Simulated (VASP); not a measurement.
# BaTiO3 (Pm-3m) in VASP: a series of runs

One crystal, BaTiO3, is run at these levels: LDA, PBE, r2SCAN; tasks: band structure, G0W0 quasiparticle levels.

Program: VASP 6.6.1. These are calculated values, not measurements. Logs are shortened: lines on timing, memory, paths and dates and some standing lists are left out, and cuts for length are marked.

### Step 1. The structure

Symmetry: Pm-3m, No. 221, cubic system. Conventional cell: a = 4.006 Å, b = 4.006 Å, c = 4.006 Å, α = 90.00°, β = 90.00°, γ = 90.00°. Ba (site symmetry m-3m) has 12 O at 2.83 Å as nearest neighbours. Ti (site symmetry m-3m) is surrounded by 6 O at 2.00 Å. O (site symmetry 4/mmm) is surrounded by 2 Ti at 2.00 Å.

### Step 2. Band structure, LDA

INCAR reads:

```
ALGO = Normal ; EDIFF = 1E-6
ENCUT = 520 ; GGA = CA
ISIF = 2 ; ISMEAR = 0
KPAR = 2 ; LASPH = True
LCHARG = False ; LMAXMIX = 4
LREAL = False ; LWAVE = False
NBANDS = 28 ; NELM = 80
PREC = Accurate ; SIGMA = 0.02
```

KPOINTS reads:

```
k-points
0
Gamma
  8 8 8
```

POSCAR reads:

```
BaTiO3
1.0
    4.0060000000      0.0000000000      0.0000000000
    0.0000000000      4.0060000000      0.0000000000
    0.0000000000      0.0000000000      4.0060000000
Ba Ti O
1 1 3
Direct
    0.5000000000      0.5000000000      0.5000000000
    0.0000000000      0.0000000000      0.0000000000
    0.0000000000      0.0000000000      0.5000000000
    0.0000000000      0.5000000000      0.0000000000
    0.5000000000      0.0000000000      0.0000000000
```

KPOINTS_OPT reads:

```
path GXMGRX,MR
20
line-mode
reciprocal
 0.0000000000  0.0000000000  0.0000000000  G
 0.0000000000  0.5000000000  0.0000000000  X

 0.0000000000  0.5000000000  0.0000000000  X
 0.5000000000  0.5000000000  0.0000000000  M

 0.5000000000  0.5000000000  0.0000000000  M
 0.0000000000  0.0000000000  0.0000000000  G

 0.0000000000  0.0000000000  0.0000000000  G
 0.5000000000  0.5000000000  0.5000000000  R

 0.5000000000  0.5000000000  0.5000000000  R
 0.0000000000  0.5000000000  0.0000000000  X

 0.5000000000  0.5000000000  0.0000000000  M
 0.5000000000  0.5000000000  0.5000000000  R
```

Potentials or basis: VASP PAW LDA potentials, release 64 (Ba_sv, Ti_sv, O).

Run with:

```
$ cat potpaw_LDA.64/Ba_sv/POTCAR potpaw_LDA.64/Ti_sv/POTCAR potpaw_LDA.64/O/POTCAR > POTCAR
$ mpirun -np 2 vasp_std > vasp.out
```

OUTCAR:

```text
EDIFF = 1E-6
   ENCUT = 520
   GGA = CA
   ISIF = 2
   ISMEAR = 0
   LASPH = True
   LREAL = False
   NELM = 80
   PREC = Accurate

 ion  position               nearest neighbor table
   1  0.500  0.500  0.500-   3 2.83   4 2.83   5 2.83   4 2.83   5 2.83   3 2.83   5 2.83   5 2.83
                             3 2.83   4 2.83   4 2.83   3 2.83   2 3.47   2 3.47   2 3.47   2 3.47
   2  0.000  0.000  0.000-   3 2.00   4 2.00   5 2.00   3 2.00   4 2.00   5 2.00   1 3.47   1 3.47
                             1 3.47   1 3.47   1 3.47   1 3.47   1 3.47   1 3.47
   3  0.000  0.000  0.500-   2 2.00   2 2.00   1 2.83   1 2.83   1 2.83   1 2.83
   4  0.000  0.500  0.000-   2 2.00   2 2.00   1 2.83   1 2.83   1 2.83   1 2.83
   5  0.500  0.000  0.000-   2 2.00   2 2.00   1 2.83   1 2.83   1 2.83   1 2.83

  LATTYP: Found a simple cubic cell.
 ALAT       =     4.0060000000

  Lattice vectors:

 A1 = (   4.0060000000,   0.0000000000,   0.0000000000)
 A2 = (   0.0000000000,   4.0060000000,   0.0000000000)
 A3 = (   0.0000000000,   0.0000000000,   4.0060000000)

Analysis of symmetry for initial positions (statically):
=====================================================================
 Subroutine PRICEL returns:
 Original cell was already a primitive cell.

 Routine SETGRP: Setting up the symmetry group for a
 simple cubic supercell.

 Subroutine GETGRP returns: Found 48 space group operations
 (whereof 48 operations were pure point group operations)
 out of a pool of 48 trial point group operations.

The static configuration has the point symmetry O_h .

Analysis of symmetry for dynamics (positions and initial velocities):
=====================================================================
 Subroutine PRICEL returns:
 Original cell was already a primitive cell.

 Routine SETGRP: Setting up the symmetry group for a
 simple cubic supercell.

 Subroutine GETGRP returns: Found 48 space group operations
 (whereof 48 operations were pure point group operations)
 out of a pool of 48 trial point group operations.

The dynamic configuration has the point symmetry O_h .

 Subroutine INISYM returns: Found 48 space group operations
 (whereof 48 operations are pure point group operations),
 and found     1 'primitive' translations

----------------------------------------------------------------------------------------

                                     Primitive cell

  volume of cell :      64.2884

[... 98 lines left out ...]
   IBRION =     -1    ionic relax: 0-MD 1-quasi-New 2-CG
   NFREE  =      0    steps in history (QN), initial steepest desc. (CG)
   ISIF   =      2    stress and relaxation
   ISYM   =      2    0-nonsym 1-usesym 2-fastsym
   POTIM  = 0.5000    time-step for ionic-motion
   TEBEG  =    0.0;   TEEND  =   0.0 temperature during run
   PSTRESS=    0.0 pullay stress
   NELECT =      40.0000    total number of electrons
   NUPDOWN=      -1.0000    fix difference up-down
   EMIN   =  10.00;   EMAX   =-10.00  energy-range for DOS
   EFERMI =   0.00;   METHOD = LEGACY
   ISMEAR =     0;   SIGMA  =   0.02  broadening in eV -4-tet -1-fermi 0-gaus
   EFERMI_NEDOS =   21; number of points for ismear=-14 and -15
   IALGO  =     38    algorithm
   IMIX   =      4    mixing-type and parameters
     AMIX     =   0.40;   BMIX     =  1.00
     AMIX_MAG =   1.60;   BMIX_MAG =  1.00
  volume/ion in A,a.u.               =      12.86        86.77
  Fermi-wavevector in a.u.,A,eV,Ry     =   1.397603  2.641087 26.576187  1.953295
  Thomas-Fermi vector in A             =   2.520843
   LORBIT       =      0    0 simple, 1 ext, 2 COOP (PROOUT), +10 PAW based schemes
   GGA     = CA    functional components
   LHFCALC =     F    Hartree Fock is set to
   AEXX    =    0.0000 exact exchange contribution
   IVDW    =     0    specifies the selected vdW correction
   LEPSILON=     F    determine dielectric tensor
   LRPA    =     F    only Hartree local field effects (RPA)
 non-spin polarized calculation
 Gauss-broadening in eV      SIGMA  =   0.02
  energy-cutoff  :      520.00
  volume of cell :       64.29
 maximum number of plane-waves:      1751
 NGX is ok and might be reduce to    30
   NGX = 15   NGY = 15   NGZ = 15

 number of electron      39.9999976 magnetization

 Free energy of the ion-electron system (eV)
  ---------------------------------------------------
  ext. energy  EPLUGINS =         0.00000000
  ---------------------------------------------------
  free energy    TOTEN  =       -44.09807545 eV

  energy without entropy =      -44.09807545  energy(sigma->0) =      -44.09807545

 E-fermi :   3.6742     XC(G=0): -11.7241

 val. band max:        3.5023425991   @ k =   0.5000   0.5000   0.5000
 cond. band min:       5.1556342106   @ k =   0.0000   0.0000   0.0000
 fundamental gap:      1.6532916115
 Fermi energy:         3.6742462441

 k-point     1 :       0.0000    0.0000    0.0000
  band No.  band energies     occupation
      1     -52.3922      2.00000
      2     -29.0051      2.00000
      3     -29.0051      2.00000
      4     -29.0051      2.00000
      5     -21.1598      2.00000
      6     -13.0725      2.00000
[... 733 lines left out ...]
     27      11.6040      0.00000
     28      12.4509      0.00000

 [... further k-points ...]

------------------------ aborting loop because EDIFF is reached ----------------------------------------

  FORCE on cell =-STRESS in cart. coord.  units (eV):
  Direction    XX          YY          ZZ          XY          YZ          ZX
  --------------------------------------------------------------------------------------
  -------------------------------------------------------------------------------------
  Total       -2.9315445     -2.9315445     -2.9315445      0.0000000      0.0000000      0.0000000
  in kB      -73.0590863    -73.0590863    -73.0590863      0.0000000      0.0000000      0.0000000
  external PRESSURE =     -73.0590863 kB  Pullay stress =       0.0000000 kB

 VOLUME and BASIS-vectors are now :
 -----------------------------------------------------------------------------
  energy-cutoff  :      520.00
  volume of cell :       64.29
      direct lattice vectors                 reciprocal lattice vectors
     4.006000000  0.000000000  0.000000000     0.249625562  0.000000000  0.000000000
     0.000000000  4.006000000  0.000000000     0.000000000  0.249625562  0.000000000
     0.000000000  0.000000000  4.006000000     0.000000000  0.000000000  0.249625562

 POSITION                                       TOTAL-FORCE (eV/Angst)
 -----------------------------------------------------------------------------------
      2.00300      2.00300      2.00300         0.000000      0.000000      0.000000
      0.00000      0.00000      0.00000         0.000000      0.000000      0.000000
      0.00000      0.00000      2.00300         0.000000      0.000000      0.000000
      0.00000      2.00300      0.00000         0.000000      0.000000      0.000000
      2.00300      0.00000      0.00000         0.000000      0.000000      0.000000
 -----------------------------------------------------------------------------------
    total drift:                                0.000000     -0.000000      0.000000

  FREE ENERGIE OF THE ION-ELECTRON SYSTEM (eV)
  ---------------------------------------------------
  free  energy   TOTEN  =       -44.0980754536 eV

  energy  without entropy=      -44.0980754536  energy(sigma->0) =      -44.09807545
```

OSZICAR:

```text
N       E                     dE             d eps       ncg     rms          rms(c)
DAV:   1     0.412782006355E+03    0.41278E+03   -0.20464E+04  1960   0.151E+03
DAV:   2    -0.152387531676E+02   -0.42802E+03   -0.40850E+03  2272   0.414E+02
DAV:   3    -0.529723905948E+02   -0.37734E+02   -0.37380E+02  2344   0.128E+02
[... 43 lines left out ...]
       N       E                     dE             ncg
DAV:   1     0.249853512715E+05   -0.21594E+05      840
DAV:   2     0.190970728563E+05   -0.58883E+04      896
DAV:   3     0.184668524890E+05   -0.63022E+03     1124
DAV:   4     0.184391640070E+05   -0.27688E+02     1124
DAV:   5     0.184384114099E+05   -0.75260E+00     1160
DAV:   6     0.184383999369E+05   -0.11473E-01     1152
DAV:   7     0.184383998080E+05   -0.12883E-03     1160
DAV:   8     0.184383998059E+05   -0.21357E-05      932
DAV:   9     0.184383998058E+05   -0.64174E-07      624
```

stdout:

```text
POSCAR found type information on POSCAR BaTiO
 POSCAR found :  3 types and       5 ions
 scaLAPACK will be used
 LDA part: xc-table for (Slater(with rela. corr.)+CA(PZ))
 , standard interpolation
 POSCAR, INCAR and KPOINTS ok, starting setup
 FFT: planning ... GRIDC
 FFT: planning ... GRID_SOFT
 FFT: planning ... GRID
 WAVECAR not read
 entering main loop
 Start KPOINTS_OPT (optional k-point list driver)
k-point batch [1-35\120]
k-point batch [36-70\120]
k-point batch [71-105\120]
k-point batch [106-120\120]
```

It took 52 s on 2 MPI ranks of Intel Xeon Platinum 8559C (Emerald Rapids), shared host; peak memory 0.21 GiB.

What came out:

* Free energy: -44.0981 eV
* Pressure: -7.3 GPa
* Band gap on the k mesh: 1.65 eV, indirect (least direct gap 1.80 eV)
* Band gap along the path: 1.65 eV, indirect (least direct gap 1.80 eV)

Levels at the corners of the path, in eV from the valence-band top:
```csv
point,band 17,band 18,band 19,band 20,band 21,band 22,band 23,band 24
Γ,-1.11,-0.14,-0.14,-0.14,1.65,1.65,1.65,3.92
X,-1.86,-1.86,-0.72,-0.72,1.82,3.44,3.44,3.93
X,-1.86,-1.86,-0.72,-0.72,1.82,3.44,3.44,3.93
M,-1.74,-0.87,-0.87,-0.09,3.45,3.45,3.86,4.77
M,-1.74,-0.87,-0.87,-0.09,3.45,3.45,3.86,4.77
Γ,-1.11,-0.14,-0.14,-0.14,1.65,1.65,1.65,3.92
Γ,-1.11,-0.14,-0.14,-0.14,1.65,1.65,1.65,3.92
R,-2.41,0.00,0.00,0.00,4.13,4.13,4.13,6.64
R,-2.41,0.00,0.00,0.00,4.13,4.13,4.13,6.64
X,-1.86,-1.86,-0.72,-0.72,1.82,3.44,3.44,3.93
M,-1.74,-0.87,-0.87,-0.09,3.45,3.45,3.86,4.77
R,-2.41,0.00,0.00,0.00,4.13,4.13,4.13,6.64
```

Caveat: spin-orbit coupling is left out, which moves the levels of the heavy elements. LDA gaps usually lie below the measured ones, often by a third to a half.

### Step 3. Band structure, PBE

INCAR, as its differences from that of step 2:

```diff
@@ -1,3 +1,3 @@
 ALGO = Normal ; EDIFF = 1E-6
-ENCUT = 520 ; GGA = CA
+ENCUT = 520 ; GGA = PE
 ISIF = 2 ; ISMEAR = 0
```

KPOINTS is that of step 2.

POSCAR is that of step 2.

KPOINTS_OPT is that of step 2.

Potentials or basis: VASP PAW PBE potentials, release 64 (Ba_sv, Ti_sv, O).

Run with:

```
$ cat potpaw_PBE.64/Ba_sv/POTCAR potpaw_PBE.64/Ti_sv/POTCAR potpaw_PBE.64/O/POTCAR > POTCAR
$ mpirun -np 2 vasp_std > vasp.out
```

OUTCAR:

```text
EDIFF = 1E-6
   ENCUT = 520
   GGA = PE
   ISIF = 2
   ISMEAR = 0
   LASPH = True
   LREAL = False
   NELM = 80
   PREC = Accurate

 ion  position               nearest neighbor table
   1  0.500  0.500  0.500-   3 2.83   4 2.83   5 2.83   4 2.83   5 2.83   3 2.83   5 2.83   5 2.83
                             3 2.83   4 2.83   4 2.83   3 2.83   2 3.47   2 3.47   2 3.47   2 3.47
   2  0.000  0.000  0.000-   3 2.00   4 2.00   5 2.00   3 2.00   4 2.00   5 2.00   1 3.47   1 3.47
                             1 3.47   1 3.47   1 3.47   1 3.47   1 3.47   1 3.47
   3  0.000  0.000  0.500-   2 2.00   2 2.00   1 2.83   1 2.83   1 2.83   1 2.83
   4  0.000  0.500  0.000-   2 2.00   2 2.00   1 2.83   1 2.83   1 2.83   1 2.83
   5  0.500  0.000  0.000-   2 2.00   2 2.00   1 2.83   1 2.83   1 2.83   1 2.83

  LATTYP: Found a simple cubic cell.
 ALAT       =     4.0060000000

  Lattice vectors:

 A1 = (   4.0060000000,   0.0000000000,   0.0000000000)
 A2 = (   0.0000000000,   4.0060000000,   0.0000000000)
 A3 = (   0.0000000000,   0.0000000000,   4.0060000000)

Analysis of symmetry for initial positions (statically):
=====================================================================
 Subroutine PRICEL returns:
 Original cell was already a primitive cell.

 Routine SETGRP: Setting up the symmetry group for a
 simple cubic supercell.

 Subroutine GETGRP returns: Found 48 space group operations
 (whereof 48 operations were pure point group operations)
 out of a pool of 48 trial point group operations.

The static configuration has the point symmetry O_h .

Analysis of symmetry for dynamics (positions and initial velocities):
=====================================================================
 Subroutine PRICEL returns:
 Original cell was already a primitive cell.

 Routine SETGRP: Setting up the symmetry group for a
[... 125 lines left out ...]
   EMIN   =  10.00;   EMAX   =-10.00  energy-range for DOS
   EFERMI =   0.00;   METHOD = LEGACY
   ISMEAR =     0;   SIGMA  =   0.02  broadening in eV -4-tet -1-fermi 0-gaus
   EFERMI_NEDOS =   21; number of points for ismear=-14 and -15
   IALGO  =     38    algorithm
   IMIX   =      4    mixing-type and parameters
     AMIX     =   0.40;   BMIX     =  1.00
     AMIX_MAG =   1.60;   BMIX_MAG =  1.00
  volume/ion in A,a.u.               =      12.86        86.77
  Fermi-wavevector in a.u.,A,eV,Ry     =   1.397603  2.641087 26.576187  1.953295
  Thomas-Fermi vector in A             =   2.520843
   LORBIT       =      0    0 simple, 1 ext, 2 COOP (PROOUT), +10 PAW based schemes
   GGA     = PE    functional components
   LHFCALC =     F    Hartree Fock is set to
   AEXX    =    0.0000 exact exchange contribution
   IVDW    =     0    specifies the selected vdW correction
   LEPSILON=     F    determine dielectric tensor
   LRPA    =     F    only Hartree local field effects (RPA)
 non-spin polarized calculation
 Gauss-broadening in eV      SIGMA  =   0.02
  energy-cutoff  :      520.00
  volume of cell :       64.29
 maximum number of plane-waves:      1751
 NGX is ok and might be reduce to    30
   NGX = 15   NGY = 15   NGZ = 15

 number of electron      39.9999976 magnetization

 Free energy of the ion-electron system (eV)
  ---------------------------------------------------
  ext. energy  EPLUGINS =         0.00000000
  ---------------------------------------------------
  free energy    TOTEN  =       -39.97081921 eV

  energy without entropy =      -39.97081921  energy(sigma->0) =      -39.97081921

 E-fermi :   4.0991     XC(G=0): -11.2464

 val. band max:        3.8138934181   @ k =   0.5000   0.5000   0.5000
 cond. band min:       5.5534512067   @ k =   0.0000   0.0000   0.0000
 fundamental gap:      1.7395577886
 Fermi energy:         4.0990638561

 k-point     1 :       0.0000    0.0000    0.0000
  band No.  band energies     occupation
      1     -52.8352      2.00000
      2     -29.0447      2.00000
      3     -29.0447      2.00000
      4     -29.0447      2.00000
      5     -21.0060      2.00000
      6     -13.0734      2.00000
[... 733 lines left out ...]
     27      11.9972      0.00000
     28      12.8048      0.00000

 [... further k-points ...]
[... 5 lines left out ...]
  --------------------------------------------------------------------------------------
  -------------------------------------------------------------------------------------
  Total        1.3765072      1.3765072      1.3765072     -0.0000000      0.0000000     -0.0000000
  in kB       34.3049049     34.3049049     34.3049049     -0.0000000      0.0000000     -0.0000000
  external PRESSURE =      34.3049049 kB  Pullay stress =       0.0000000 kB

 VOLUME and BASIS-vectors are now :
 -----------------------------------------------------------------------------
  energy-cutoff  :      520.00
  volume of cell :       64.29
      direct lattice vectors                 reciprocal lattice vectors
     4.006000000  0.000000000  0.000000000     0.249625562  0.000000000  0.000000000
     0.000000000  4.006000000  0.000000000     0.000000000  0.249625562  0.000000000
     0.000000000  0.000000000  4.006000000     0.000000000  0.000000000  0.249625562

 POSITION                                       TOTAL-FORCE (eV/Angst)
 -----------------------------------------------------------------------------------
      2.00300      2.00300      2.00300         0.000000      0.000000      0.000000
      0.00000      0.00000      0.00000         0.000000      0.000000      0.000000
      0.00000      0.00000      2.00300         0.000000      0.000000      0.000000
      0.00000      2.00300      0.00000         0.000000      0.000000      0.000000
      2.00300      0.00000      0.00000         0.000000      0.000000      0.000000
 -----------------------------------------------------------------------------------
    total drift:                                0.000000     -0.000000      0.000000

  FREE ENERGIE OF THE ION-ELECTRON SYSTEM (eV)
  ---------------------------------------------------
  free  energy   TOTEN  =       -39.9708192117 eV

  energy  without entropy=      -39.9708192117  energy(sigma->0) =      -39.97081921
```

OSZICAR:

```text
N       E                     dE             d eps       ncg     rms          rms(c)
DAV:   1     0.424706199069E+03    0.42471E+03   -0.20496E+04  1960   0.152E+03
DAV:   2    -0.102038779589E+02   -0.43491E+03   -0.41437E+03  2292   0.417E+02
DAV:   3    -0.490753770092E+02   -0.38871E+02   -0.38526E+02  2328   0.130E+02
[... 44 lines left out ...]
       N       E                     dE             ncg
DAV:   1     0.251734269023E+05   -0.21406E+05      840
DAV:   2     0.192022078088E+05   -0.59712E+04      904
DAV:   3     0.185609759992E+05   -0.64123E+03     1108
DAV:   4     0.185326313505E+05   -0.28345E+02     1132
DAV:   5     0.185319219847E+05   -0.70937E+00     1148
DAV:   6     0.185319115314E+05   -0.10453E-01     1144
DAV:   7     0.185319114178E+05   -0.11362E-03     1160
DAV:   8     0.185319114161E+05   -0.16275E-05      892
DAV:   9     0.185319114161E+05   -0.62912E-07      600
```

It took 55 s on 2 MPI ranks of Intel Xeon Platinum 8559C (Emerald Rapids), shared host; peak memory 0.23 GiB.

Results:

```
Free energy             : -39.9708 eV
Pressure                : 3.4 GPa
Band gap on the k mesh  : 1.74 eV, indirect (least direct gap 1.89 eV)
Band gap along the path : 1.74 eV, indirect (least direct gap 1.89 eV)
```

Levels at the corners of the path, in eV from the valence-band top:
```csv
point,band 16,band 17,band 18,band 19,band 20,band 21,band 22,band 23,band 24,band 25
Γ,-1.09,-1.09,-0.15,-0.15,-0.15,1.74,1.74,1.74,3.88,3.88
X,-1.91,-1.83,-1.83,-0.71,-0.71,1.90,3.47,3.47,3.89,5.90
X,-1.91,-1.83,-1.83,-0.71,-0.71,1.90,3.47,3.47,3.89,5.90
M,-2.68,-1.72,-0.87,-0.87,-0.09,3.48,3.48,3.89,4.73,7.64
M,-2.68,-1.72,-0.87,-0.87,-0.09,3.48,3.48,3.89,4.73,7.64
Γ,-1.09,-1.09,-0.15,-0.15,-0.15,1.74,1.74,1.74,3.88,3.88
Γ,-1.09,-1.09,-0.15,-0.15,-0.15,1.74,1.74,1.74,3.88,3.88
R,-2.41,-2.41,0.00,0.00,0.00,4.14,4.14,4.14,6.71,6.71
R,-2.41,-2.41,0.00,0.00,0.00,4.14,4.14,4.14,6.71,6.71
X,-1.91,-1.83,-1.83,-0.71,-0.71,1.90,3.47,3.47,3.89,5.90
M,-2.68,-1.72,-0.87,-0.87,-0.09,3.48,3.48,3.89,4.73,7.64
R,-2.41,-2.41,0.00,0.00,0.00,4.14,4.14,4.14,6.71,6.71
```

Caveat: spin-orbit coupling is left out, which moves the levels of the heavy elements. Expect the measured gap to be larger: semilocal functionals such as PBE lack the derivative discontinuity.

[end of part 1 of 2]
